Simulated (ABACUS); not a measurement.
# As (R-3m) in ABACUS: further runs

Aim: see how the results for As move with the level of theory and the settings. Levels: PBE, revTPSS. Tasks: single point, relaxation of cell and atoms.

All numbers are computed with ABACUS 3.10.1; they aren't measurements. Logs are shortened: lines on timing, memory, paths and dates and some standing lists are left out, and cuts for length are marked.

## (1) Starting point

The structure is trigonal, space group R-3m (No. 166). Conventional cell: a = 3.762 Å, b = 3.762 Å, c = 10.542 Å, α = 90.00°, β = 90.00°, γ = 120.00°. As (site symmetry 3m) is surrounded by 3 As at 2.51 Å.

## (2) Single point, PBE

File run_abacus.py:

```python
"""ABACUS run from a structure file: ASE reads it, the script writes STRU, KPT and INPUT."""
import re
import subprocess
from ase.io import read
from ase.units import Bohr

atoms = read("POSCAR")
atoms = atoms[(-atoms.numbers).argsort(kind="stable")]  # ABACUS lists atoms element by element
pseudo = {'As': '33_As_15_1.8_2.1_pbe_n_v1.0.upf'}
orbital = {'As': 'As_confined-atom_7au_1s1p1d.orb'}
magmoms = None
kmesh = [8, 8, 8]
params = {
    'suffix': 'As',
    'calculation': 'scf',
    'basis_type': 'lcao',
    'pseudo_dir': './',
    'orbital_dir': './',
    'symmetry': 1,
    'dft_functional': 'pbe',
    'ecutwfc': 100,
    'pseudo_rcut': 10,
    'nspin': 1,
    'nbands': 18,
    'ks_solver': 'scalapack_gvx',
    'smearing_method': 'fd',
    'smearing_sigma': 0.00367493,
    'scf_thr': 1e-07,
    'scf_nmax': 100,
    'mixing_type': 'broyden',
    'mixing_beta': 0.7,
    'cal_force': 1,
    'cal_stress': 1,
    'out_mul': 1,
    'out_chg': 1,
}

symbols = atoms.get_chemical_symbols()
elements = list(dict.fromkeys(symbols))
lines = ["ATOMIC_SPECIES"] + [f"{e} {atoms.get_masses()[symbols.index(e)]:.4f} {pseudo[e]}" for e in elements]
if orbital:
    lines += ["", "NUMERICAL_ORBITAL"] + [orbital[e] for e in elements]
lines += ["", "LATTICE_CONSTANT", f"{1 / Bohr:.10f}", "", "LATTICE_VECTORS"]
lines += [" ".join(f"{x:.10f}" for x in v) for v in atoms.cell]
lines += ["", "ATOMIC_POSITIONS", "Direct"]
for e in elements:
    lines += ["", e, "0.0", str(symbols.count(e))]
    for i, p in enumerate(atoms.get_scaled_positions(wrap=False)):
        if symbols[i] == e:
            mag = "" if magmoms is None else " mag " + " ".join(str(x) for x in (magmoms[i] if isinstance(magmoms[i], list) else [magmoms[i]]))
            lines.append(" ".join(f"{x:.10f}" for x in p) + " 1 1 1" + mag)
open("STRU", "w").write("\n".join(lines) + "\n")
open("KPT", "w").write("K_POINTS\n0\nGamma\n%d %d %d 0 0 0\n" % tuple(kmesh))
open("INPUT", "w").write("INPUT_PARAMETERS\n" + "".join(f"{k:<20s}{v}\n" for k, v in params.items()))

done = subprocess.run(['mpirun', '-np', '4', 'abacus'])
if done.returncode:
    raise SystemExit(done.returncode)
log = open("OUT.As/running_scf.log").read()
print("final energy (eV):", re.findall(r"FINAL_ETOT_IS (\S+)", log))
```

File POSCAR:

```
As
1.0
    1.8807968987      1.0858785957      3.5140619945
   -1.8807968987      1.0858785957      3.5140619945
    0.0000000000     -2.1717571915      3.5140619945
As
2
Direct
    0.2260000000      0.2260000000      0.2260000000
    0.7740000000      0.7740000000      0.7740000000
```

Potentials or basis: SPMS ONCV 1.0 PBE, SZ LCAO (the cutoffs set its grid).

On the command line:

```bash
OMP_NUM_THREADS=1 python run_abacus.py > log
```

running log:

```text
ABACUS v3.10.1

               Atomic-orbital Based Ab-initio Computation at UStc

 ------------------------------------------------------------------------------------

 READING GENERAL INFORMATION
                           global_out_dir = OUT.As/
                           global_in_card = INPUT
                               pseudo_dir = ./
                              orbital_dir = ./
                                    DSIZE = 4
                                    GSIZE = 1

 READING UNITCELL INFORMATION
                                    ntype = 1
                  lattice constant (Bohr) = 1.88973
              lattice constant (Angstrom) = 1

 READING ATOM TYPE 1
                               atom label = As
                      L=0, number of zeta = 1
                      L=1, number of zeta = 1
                      L=2, number of zeta = 1
             number of atom for this type = 2

                        TOTAL ATOM NUMBER = 2
DIRECT COORDINATES
    atom                   x                   y                   z     mag                  vx                  vy                  vz
taud_As1            0.2260000000        0.2260000000        0.2260000000  0.0000        0.0000000000        0.0000000000        0.0000000000
taud_As2            0.7740000000        0.7740000000        0.7740000000  0.0000        0.0000000000        0.0000000000        0.0000000000

                          Volume (Bohr^3) = 290.59
                             Volume (A^3) = 43.0609

 Lattice vectors: (Cartesian coordinate: in unit of a_0)
              +1.8808            +1.08588            +3.51406
              -1.8808            +1.08588            +3.51406
                   +0            -2.17176            +3.51406
 Reciprocal vectors: (Cartesian coordinate: in unit of 2 pi/a_0)
            +0.265845           +0.153486           +0.094857
            -0.265845           +0.153486           +0.094857
                   +0           -0.306971           +0.094857
 The esolver type has been set to : ksdft_lcao

                PAO radial cut off (Bohr) = 10

 Read in pseudopotential file is 33_As_15_1.8_2.1_pbe_n_v1.0.upf
                     pseudopotential type = NC
          exchange-correlation functional = PBE
                 nonlocal core correction = 1
                        valence electrons = 15
                                     lmax = 2
                           number of zeta = 3
                     number of projectors = 6
                           L of projector = 0
                           L of projector = 0
                           L of projector = 1
                           L of projector = 1
                           L of projector = 2
                           L of projector = 2
     initial pseudo atomic orbital number = 18

 SETUP THE ELECTRONS NUMBER
            electron number of element As = 15
      total electron number of element As = 30
            AUTOSET number of electrons:  = 30
                           occupied bands = 15
                                   NLOCAL = 18
                                   NBANDS = 18
                                   NBANDS = 18
                                   NLOCAL = 18

%%%%%%%%%%%%%%%%%%%%%%%%%%%%%%%%%%%%%%%%%%%%%%%%%%%%%%%%%%%%%%%%%%%%%%%%%%%%%%%%%%%%%%%%%%%%%%%%%%%%%%%%%%
 Warning: the number of valence electrons in pseudopotential > 5 for As: [Ar] 3d10 4s2 4p3
 Pseudopotentials with additional electrons can yield (more) accurate outcomes, but may be less efficient.
 If you're confident that your chosen pseudopotential is appropriate, you can safely ignore this warning.
%%%%%%%%%%%%%%%%%%%%%%%%%%%%%%%%%%%%%%%%%%%%%%%%%%%%%%%%%%%%%%%%%%%%%%%%%%%%%%%%%%%%%%%%%%%%%%%%%%%%%%%%%%

 SETUP THE PLANE WAVE BASIS
 energy cutoff for charge/potential (unit:Ry) = 400
            fft grid for charge/potential = [ 50, 50, 50 ]
                        fft grid division = [ 5, 5, 5 ]
        big fft grid for charge/potential = [ 10, 10, 10 ]
                                     nbxx = 300
                                     nrxx = 37500

 SETUP PLANE WAVES FOR CHARGE/POTENTIAL
                    number of plane waves = 39331
                         number of sticks = 1575

 PARALLEL PW FOR CHARGE/POTENTIAL
     PROC   COLUMNS(POT)             PW
        1            393           9832
        2            394           9833
        3            394           9833
        4            394           9833
 --------------- sum -------------------
        4           1575          39331
                            number of |g| = 2670
[... 59 lines left out ...]
                                   nkstot = 512
                       right hand lattice = 1
(for reciprocal lattice: )
                             BRAVAIS TYPE = 7
                     BRAVAIS LATTICE NAME = 07. Rhombohedral (Trigonal) cell
                                    ibrav = 7
                       right hand lattice = 1
(for k-lattice: )
                             BRAVAIS TYPE = 7
                     BRAVAIS LATTICE NAME = 07. Rhombohedral (Trigonal) cell
                                    ibrav = 7
                       right hand lattice = 1
                        ROTATION MATRICES = 12
                               nkstot_ibz = 65
K-POINTS REDUCTION ACCORDING TO SYMMETRY
     IBZ    DIRECT_X    DIRECT_Y    DIRECT_Z  WEIGHT  ibz2bz
       1  0.00000000  0.00000000  0.00000000  0.0020       0
       2  0.12500000  0.00000000  0.00000000  0.0117       1
       3  0.25000000  0.00000000  0.00000000  0.0117       2
       4  0.37500000  0.00000000  0.00000000  0.0117       3
       5  0.50000000  0.00000000  0.00000000  0.0059       4
       6  0.12500000  0.12500000  0.00000000  0.0117       9
[... 22 lines left out ...]
      29  0.25000000  0.25000000  0.12500000  0.0117      82
      30  0.37500000  0.25000000  0.12500000  0.0234      83
[... 35 further k points ...]

                               nkstot now = 65
[... K-POINTS DIRECT COORDINATES: 65 rows ...]

           k-point number in this process = 65
       minimum distributed K point number = 65
[... stars of the k points ...]

[... K-POINTS CARTESIAN COORDINATES: 65 rows ...]

[... K-POINTS DIRECT COORDINATES: 65 rows ...]

 SETUP PLANE WAVES FOR WAVE FUNCTIONS
     energy cutoff for wavefunc (unit:Ry) = 100
              fft grid for wave functions = [ 50, 50, 50 ]
                    number of plane waves = 6281
                         number of sticks = 465

 PARALLEL PW FOR WAVE FUNCTIONS
     PROC   COLUMNS(POT)             PW
        1            116           1571
        2            116           1570
        3            116           1570
        4            117           1570
 --------------- sum -------------------
        4            465           6281

 SET NONLOCAL PSEUDOPOTENTIAL PROJECTORS
 max number of nonlocal projetors among all species is 6

 -------------------------------------------
 SELF-CONSISTENT
 -------------------------------------------

 SETUP SEARCHING RADIUS FOR PROGRAM TO SEARCH ADJACENT ATOMS
                  longest orb rcut (Bohr) = 7
   longest nonlocal projector rcut (Bohr) = 2.14
                     search radius (Bohr) = 18.3
              searching radius is (Bohr)) = 18.3
         searching radius unit is (Bohr)) = 1.89
                         PeriodicBoundary = 1
                        Radius(unit:lat0) = 9.67
                                   glayer = [ 5, 5, 5 ]
                             glayer_minus = [ 4, 4, 4 ]

Find the coordinate range of the input atom(unit:lat0).
                                  min_tau = [ -15, -17.4, -39.8 ]
                                  max_tau = [ 15, 17.4, 50.3 ]
                                BoxNumber = [ 9, 9, 9 ]

 SETUP EXTENDED REAL SPACE GRID FOR GRID INTEGRATION
                          real space grid = [ 50, 50, 50 ]
                 big cell numbers in grid = [ 10, 10, 10 ]
             meshcell numbers in big cell = [ 5, 5, 5 ]
                        extended fft grid = [ 12, 12, 12 ]
                dimension of extened grid = [ 35, 35, 35 ]
                            UnitCellTotal = 125
              Atom number in sub-FFT-grid = 2
    Local orbitals number in sub-FFT-grid = 18
                                ParaV.nnr = 4255
                                 init_chg = atomic

 LCAO ALGORITHM --------------- ION=   1  ELEC=   1--------------------------------

 Density error is 0.0219126117485
----------------------------------------------------------
     Energy           Rydberg                 eV
----------------------------------------------------------
 E_KohnSham     -395.7166513015      -5384.0012511797
 E_Harris       -395.7022828218      -5383.8057579836
 E_Fermi        0.9064867752         12.3333853038
----------------------------------------------------------
[... 69 lines left out ...]
 Density error is 7.28966721851e-09
----------------------------------------------------------
     Energy           Rydberg                 eV
----------------------------------------------------------
 E_KohnSham     -395.7185610863      -5384.0272351345
 E_KS(sigma->0) -395.7185049168      -5384.0264709093
 E_Harris       -395.7185612321      -5384.0272371188
 E_band         -32.0710925820       -436.3496002004
 E_one_elec     -175.1556838327      -2383.1153372106
 E_Hartree      101.1276540795       1375.9123208543
 E_xc           -82.3488873400       -1120.4140917845
 E_Ewald        -239.3415316541      -3256.4085985434
 E_entropy(-TS) -0.0001123390        -0.0015284504
 E_descf        0.0000000000         0.0000000000
 E_exx          0.0000000000         0.0000000000
 E_Fermi        0.9021341439         12.2741647169
----------------------------------------------------------

 charge density convergence is achieved
 final etot is -5384.0272351 eV
 EFERMI = 12.274164717 eV

 STATE ENERGY(eV) AND OCCUPATIONS    NSPIN == 1
 1/65 kpoint (Cartesian) = 0.0000 0.0000 0.0000 (1230 pws)
       1       -24.5971     0.00390625
       2       -24.5971     0.00390625
       3       -24.5515     0.00390625
       4       -24.5515     0.00390625
       5       -24.4492     0.00390625
       6       -24.4492     0.00390625
[... 98 lines left out ...]
       5       -24.4539      0.0234375
       6       -24.4521      0.0234375
[... 10 lines left out ...]
      17        14.8053    2.42510e-24
      18        15.4644    4.57337e-30

[... levels at 59 further k points ...]

 correction force for each atom along direction 1 is -3.92221e-15
 correction force for each atom along direction 2 is 1.70523e-15
 correction force for each atom along direction 3 is -3.76088e-15
------------------------------------------------------------------------------------------
 TOTAL-FORCE (eV/Angstrom)
------------------------------------------------------------------------------------------
                       As1         0.0000000000         0.0000000000         2.1848941366
                       As2         0.0000000000         0.0000000000        -2.1848941366
------------------------------------------------------------------------------------------

----------------------------------------------------------------
 TOTAL-STRESS (KBAR)
----------------------------------------------------------------
       174.1593451259         0.0000000000        -0.0000000000
        -0.0000000000       174.1593451330         0.0000000017
         0.0000000000         0.0000000017       131.0993800170
----------------------------------------------------------------
 TOTAL-PRESSURE: 159.806023 KBAR

 --------------------------------------------
 !FINAL_ETOT_IS -5384.0272351345138304 eV
 --------------------------------------------
```

It took 4.2 s on 4 MPI ranks of Intel Xeon Platinum 8488C (Sapphire Rapids), shared host; peak memory 0.36 GiB.

These settings aren't checked as converged: the numbers below hold their error.

Results:

```
Free energy            : -5384.0272 eV
Pressure               : 16.0 GPa
Largest force          : 2.185 eV/Å
Band gap on the k mesh : none (metal or under the smearing width)
```

Caveat: the atomic orbitals were generated for these runs and aren't a published set; the basis of atomic orbitals isn't converged, which shifts pressures, moduli and gaps; forces of over 1 eV/Å show positions far from the minimum, so gaps and moduli don't describe the material at rest.

(Part 1 of 2 ends here.)
